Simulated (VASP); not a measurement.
# TiO (Pm-3m) in VASP: further runs, part 2 of 2

VASP 6.6.1.

### 8 Elastic constants, r2SCAN

File POSCAR:

```
TiO
1.0
    2.7083400800      0.0000000000      0.0000000000
    0.0000000000      2.7083400800      0.0000000000
    0.0000000000      0.0000000000      2.7083400800
Ti O
1 1
Direct
    0.0000000000      0.0000000000      0.0000000000
    0.5000000000      0.5000000000      0.5000000000
```

File INCAR.step1:

```
PREC = Accurate
ENCUT = 600
EDIFF = 1E-8
ISMEAR = 0
SIGMA = 0.05
LREAL = F
LASPH = T
NELM = 100
ALGO = Normal
ISIF = 3
LWAVE = F
LCHARG = F
METAGGA = R2SCAN
LMIXTAU = T
IBRION = 2
NSW = 40
EDIFFG = -0.002
```

File INCAR.step2:

```
PREC = Accurate
ENCUT = 600
EDIFF = 1E-8
ISMEAR = 0
SIGMA = 0.05
LREAL = F
LASPH = T
NELM = 100
ALGO = Normal
ISIF = 3
LWAVE = F
LCHARG = F
METAGGA = R2SCAN
LMIXTAU = T
IBRION = 6
NFREE = 2
POTIM = 0.015
NSW = 1
```

File KPOINTS:

```
regular mesh
0
Gamma
  7 7 7
```

Potentials or basis: VASP PAW PBE potentials, release 64 (Ti_sv, O).

Launch:

```bash
$ cat potpaw_PBE.64/Ti_sv/POTCAR potpaw_PBE.64/O/POTCAR > POTCAR
$ cp INCAR.step1 INCAR
$ mpirun -np 1 vasp_std > vasp.out
$ cp CONTCAR POSCAR
$ cp INCAR.step2 INCAR
$ mpirun -np 1 vasp_std > vasp.out
```

OUTCAR:

```text
PREC = Accurate
   ENCUT = 600
   EDIFF = 1E-8
   ISMEAR = 0
   LREAL = F
   LASPH = T
   NELM = 100
   ISIF = 3
   METAGGA = R2SCAN
   IBRION = 6
   NFREE = 2
   POTIM = 0.015
   NSW = 1

 ion  position               nearest neighbor table
   1  0.000  0.000  0.000-   2 2.28   2 2.28   2 2.28   2 2.28   2 2.28   2 2.28   2 2.28   2 2.28

   2  0.500  0.500  0.500-   1 2.28   1 2.28   1 2.28   1 2.28   1 2.28   1 2.28   1 2.28   1 2.28

  LATTYP: Found a simple cubic cell.
 ALAT       =     2.6301781671

  Lattice vectors:

 A1 = (   2.6301781671,   0.0000000000,   0.0000000000)
 A2 = (   0.0000000000,   2.6301781671,   0.0000000000)
 A3 = (   0.0000000000,   0.0000000000,   2.6301781671)

Analysis of symmetry for initial positions (statically):
=====================================================================
 Subroutine PRICEL returns:
 Original cell was already a primitive cell.

 Routine SETGRP: Setting up the symmetry group for a
 simple cubic supercell.

 Subroutine GETGRP returns: Found 48 space group operations
 (whereof 48 operations were pure point group operations)
 out of a pool of 48 trial point group operations.

The static configuration has the point symmetry O_h .

Analysis of symmetry for dynamics (positions and initial velocities):
=====================================================================
 Subroutine PRICEL returns:
 Original cell was already a primitive cell.

 Routine SETGRP: Setting up the symmetry group for a
 simple cubic supercell.

 Subroutine GETGRP returns: Found 48 space group operations
 (whereof 48 operations were pure point group operations)
 out of a pool of 48 trial point group operations.

The dynamic configuration has the point symmetry O_h .

 Subroutine INISYM returns: Found 48 space group operations
 (whereof 48 operations are pure point group operations),
 and found     1 'primitive' translations

----------------------------------------------------------------------------------------

                                     Primitive cell

  volume of cell :      18.1951

  direct lattice vectors                    reciprocal lattice vectors
     2.630178167  0.000000000  0.000000000     0.380202380  0.000000000  0.000000000
     0.000000000  2.630178167  0.000000000     0.000000000  0.380202380  0.000000000
     0.000000000  0.000000000  2.630178167     0.000000000  0.000000000  0.380202380

  length of vectors
     2.630178167  2.630178167  2.630178167     0.380202380  0.380202380  0.380202380

  position of ions in fractional coordinates (direct lattice)
     0.000000000  0.000000000  0.000000000
     0.500000000  0.500000000  0.500000000

  ion indices of the primitive-cell ions
   primitive index   ion index
                 1           1
                 2           2

[... 305 lines left out ...]
  ---------------------------------------------------
  free energy    TOTEN  =       -23.41096702 eV

  energy without entropy =      -23.40742780  energy(sigma->0) =      -23.40919741

 E-fermi :  12.7377     XC(G=0): -14.0553

 val. band max:       12.7347471266   @ k =   0.2857   0.1429   0.0000
 cond. band min:      12.9255043354   @ k =   0.4286   0.4286   0.0000
 fundamental gap:      0.1907572088
 Fermi energy:        12.7377281820

 k-point     1 :       0.0000    0.0000    0.0000
  band No.  band energies     occupation
      1     -47.6334      2.00000
      2     -22.4070      2.00000
      3     -22.4062      2.00000
      4     -22.4062      2.00000
      5     -10.8652      2.00000
      6       7.4492      2.00000
      7       7.4546      2.00000
      8       7.4546      2.00000
      9       9.2824      2.00000
     10       9.2894      2.00000
     11      15.2764      0.00000
     12      15.3207      0.00000
     13      15.3209      0.00000
[... 354 lines left out ...]
  band No.  band energies     occupation
      1     -47.5799      2.00000
      2     -22.6289      2.00000
      3     -22.5683      2.00000
      4     -22.3709      2.00000
      5     -10.4137      2.00000
      6       5.8594      2.00000
      7       6.3466      2.00000
      8       7.2486      2.00000
      9      10.0213      2.00000
     10      10.9958      2.00000
     11      14.9447      0.00000
     12      14.9788      0.00000
     13      15.7131      0.00000

 [... further k-points ...]

------------------------ aborting loop because EDIFF is reached ----------------------------------------

  FORCE on cell =-STRESS in cart. coord.  units (eV):
  Direction    XX          YY          ZZ          XY          YZ          ZX
  --------------------------------------------------------------------------------------
  -------------------------------------------------------------------------------------
  Total        0.0089410      0.0132652      0.0132652      0.0000000      0.0000000     -0.0000000
  in kB        0.7873009      1.1680737      1.1680737      0.0000000      0.0000000     -0.0000000
  external PRESSURE =       1.0411495 kB  Pullay stress =       0.0000000 kB
[... 17 lines left out ...]
  FREE ENERGIE OF THE ION-ELECTRON SYSTEM (eV)
  ---------------------------------------------------
  free  energy   TOTEN  =       -23.4109670240 eV

  energy  without entropy=      -23.4074277972  energy(sigma->0) =      -23.40919741

 INTERNAL STRAIN TENSORS FROM STRAINED CELLS
 ============================================

 INTERNAL STRAIN TENSOR FOR ION    1 for displacements in x,y,z  (eV/Angst):
          X           Y           Z          XY          YZ          ZX
  --------------------------------------------------------------------------------
  x     0.00000     0.00000     0.00000     0.00000     0.00000     0.00000
  y     0.00000     0.00000     0.00000     0.00000     0.00000     0.00000
  z     0.00000     0.00000     0.00000     0.00000     0.00000     0.00000

 INTERNAL STRAIN TENSORS FROM DISPLACED ATOMS
 ============================================

 INTERNAL STRAIN TENSOR FOR ION    1 for displacements in x,y,z  (eV/Angst):
          X           Y           Z          XY          YZ          ZX
  --------------------------------------------------------------------------------
  x     0.00000     0.00000     0.00000     0.00000     0.00000     0.00000
  y     0.00000     0.00000     0.00000     0.00000     0.00000     0.00000
  z     0.00000     0.00000     0.00000     0.00000     0.00000     0.00000

 INTERNAL STRAIN TENSOR FOR ION    2 for displacements in x,y,z  (eV/Angst):
          X           Y           Z          XY          YZ          ZX
  --------------------------------------------------------------------------------
  x     0.00000     0.00000     0.00000     0.00000     0.00000     0.00000
  y     0.00000     0.00000     0.00000     0.00000     0.00000     0.00000
  z     0.00000     0.00000     0.00000     0.00000     0.00000     0.00000

 Eigenvectors and eigenvalues of the dynamical matrix
 ----------------------------------------------------

   1 f  =   10.315827 THz    64.816255 2PiTHz  344.098961 cm-1    42.662815 meV
             X         Y         Z           dx          dy          dz
      0.000000  0.000000  0.000000    -0.500509    0.000000    0.000000
      1.315089  1.315089  1.315089     0.865731   -0.000000    0.000000
[... 21 lines left out ...]
   6 f/i=    0.000469 THz     0.002950 2PiTHz    0.015661 cm-1     0.001942 meV
             X         Y         Z           dx          dy          dz
      0.000000  0.000000  0.000000    -0.865731    0.000000   -0.000000
      1.315089  1.315089  1.315089    -0.500509   -0.000000    0.000000

--------------------------------------------------------------------------------------------------------

 ELASTIC MODULI CONTR FROM IONIC RELAXATION (kBar)
 Direction    XX          YY          ZZ          XY          YZ          ZX
 --------------------------------------------------------------------------------
 XX           0.0000      0.0000      0.0000      0.0000      0.0000      0.0000
 YY           0.0000      0.0000      0.0000      0.0000      0.0000      0.0000
 ZZ           0.0000      0.0000      0.0000      0.0000      0.0000      0.0000
 XY           0.0000      0.0000      0.0000      0.0000      0.0000      0.0000
 YZ           0.0000      0.0000      0.0000      0.0000      0.0000      0.0000
 ZX           0.0000      0.0000      0.0000      0.0000      0.0000      0.0000
 --------------------------------------------------------------------------------

 TOTAL ELASTIC MODULI (kBar)
 Direction    XX          YY          ZZ          XY          YZ          ZX
 --------------------------------------------------------------------------------
 XX        5802.4279    755.5200    755.5200     -0.0000      0.0000     -0.0000
 YY         755.5200   5802.4279    755.5200      0.0000      0.0000      0.0000
 ZZ         755.5200    755.5200   5802.4279     -0.0000      0.0000     -0.0000
 XY          -0.0000      0.0000     -0.0000    522.6597      0.0000      0.0000
 YZ           0.0000      0.0000      0.0000      0.0000    522.6597      0.0000
 ZX          -0.0000      0.0000     -0.0000      0.0000      0.0000    522.6597
 --------------------------------------------------------------------------------
```

Wall time 15 min (1 thread of Intel Xeon Platinum 8375C at 2.90GHz (Ice Lake), shared host); peak memory 0.2 GiB.

Results:

* Relaxed volume: 9.10 Å³/atom
* Relaxed cell: a = 2.630 Å, b = 2.630 Å, c = 2.630 Å, α = 90.00°, β = 90.00°, γ = 90.00°
* Space group after relaxing (to 0.05 Å): Pm-3m (No. 221)
* Elastic constants C11, C12, C44: 580, 76, 52 GPa
* Voigt bulk modulus: 244 GPa
* Highest phonon frequency at Γ, LO-TO splitting left out: 344 cm⁻¹

Step by step:
| step | energy change (eV) | largest force (eV/Å) | pressure (GPa) | volume (Å³) |
| --- | --- | --- | --- | --- |
| 1 | 0.0000 | 0.0000 | -17.81 | 19.87 |
| 2 | -0.0141 | 0.0000 | 22.16 | 16.86 |
| 3 | -0.1005 | 0.0000 | -0.24 | 18.21 |
| 4 | -0.1005 | 0.0000 | 0.20 | 18.18 |
| 5 | -0.1005 | 0.0000 | -0.17 | 18.21 |
| 6 | -0.1005 | 0.0000 | 0.01 | 18.20 |

Final structure:
```cif
data_structure
_symmetry_space_group_name_H-M 'P 1'
_symmetry_Int_Tables_number 1
_cell_length_a 2.6302
_cell_length_b 2.6302
_cell_length_c 2.6302
_cell_angle_alpha 90.000
_cell_angle_beta 90.000
_cell_angle_gamma 90.000
_cell_volume 18.20
loop_
_atom_site_label
_atom_site_type_symbol
_atom_site_fract_x
_atom_site_fract_y
_atom_site_fract_z
_atom_site_occupancy
Ti1 Ti 0.00000 0.00000 0.00000 1
O1 O 0.50000 0.50000 0.50000 1
```

Phonon frequencies in cm⁻¹ (negative: imaginary):
```
              q point        frequencies
(0.000, 0.000, 0.000)  0 0 0 344 344 344
```

Elastic tensor in Voigt notation (GPa, in the Cartesian axes of the cell as first typed):
```
580  76  76   0   0   0
 76 580  76   0   0   0
 76  76 580   0   0   0
  0   0   0  52   0   0
  0   0   0   0  52   0
  0   0   0   0   0  52
```

Clamped-ion elastic tensor (GPa):
```
580  76  76   0   0   0
 76 580  76   0   0   0
 76  76 580   0   0   0
  0   0   0  52   0   0
  0   0   0   0  52   0
  0   0   0   0   0  52
```

Caveat: the PAW data sets were made with another functional, which shifts forces and pressure a little.

### 9 Equation of state, r2SCAN

Potentials or basis: VASP PAW PBE potentials, release 64 (Ti_sv, O).

This step only gathers the single runs of the series.

Results:

```
Equilibrium volume : 9.11 Å³/atom (rough: see the caveat)
Bulk modulus       : 248 GPa (rough)
```

Energy against volume, from the lowest point:
```tsv
volume (Å³/atom)	energy (meV/atom)
9.337	0.00
9.536	10.04
9.734	25.27
9.933	45.13
10.132	69.11
10.330	96.74
10.529	127.59
```

Caveat: the minimum lies outside the volumes run; the PAW data sets were made with another functional, which shifts forces and pressure a little.
